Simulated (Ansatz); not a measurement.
The parent structure is ZrO2 in the fluorite structure (space group Fm-3m, No. 225; a = 5.089 Å). Axes: x, y, z lie along the cube axes.

Calculations: plane-wave PAW DFT at the r2SCAN level (Ansatz, a program for electronic structure, 500 eV), no SOC.

Strains are applied to the cell and any free atomic positions relax; under biaxial strain the out-of-plane vector relaxes too.

One change was made to it. Results:

The energy increases by 6.6 meV/atom; the band gap decreases by 0.094 eV to 3.79 eV; the volume per atom shrinks by 0.216 Å³, from 10.98 Å³ to 10.77 Å³.

What was done to the base?
A) biaxial strain −1.22 %, plane normal [001], relaxed out of plane
B) isotropic strain −4.29 %
C) uniaxial strain ε_zz = +1.26 %
D) biaxial strain +0.50 %, plane normal [111], relaxed out of plane

A, biaxial strain −1.22 %, plane normal [001], relaxed out of plane. For comparison, the band gap in the other runs: biaxial strain +0.50 %, plane normal [111], relaxed out of plane gives 3.87 eV; isotropic strain −4.29 % gives 4.28 eV; uniaxial strain ε_zz = +1.26 % gives 3.74 eV.

No phonon test of stability was made. This is not the structure that ZrO2 has at room temperature and ambient pressure.
